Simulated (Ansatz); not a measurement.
Here is an Ansatz 0.2.0 calculation.

input

```
crystal:
  lattice:
    - [0.0, 3.31059896, 3.31059896]
    - [3.31059896, 0.0, 3.31059896]
    - [3.31059896, 3.31059896, 0.0]
  atoms:
    - { symbol: Ti, position: [0.0, 0.0, 0.0] }
    - { symbol: Te, position: [0.25, 0.25, 0.25] }
hamiltonian:
  xc: hse06
  pseudopotentials: { kind: paw_fr }
magnetization:
  noncollinear: true
  spin_orbit: true
kpoints:
  mp_grid: { grid: [3, 3, 3] }
scf:
  occupations: { method: fermi_dirac, width: 0.05 }
output:
  forces: true
  stress: true
  eigenvalues: true
  write_density: true
  write_potential: true
  elf: true
  volumetric_format: npy
```

**Question.** Estimate the pressure.

**Answer.** -6.5 GPa.

**Question.** What does it give for the band gap on the k mesh?

**Answer.** None (metal or under the smearing width).

Caveat: the k mesh is coarse (spacing up to 0.55 Å⁻¹), so the values aren't converged, least of all with exact exchange; the PAW data sets come from PBE, with cores solved anew for the run's functional, which leaves a small shift of forces and pressure; the thresholds are loose for stress.
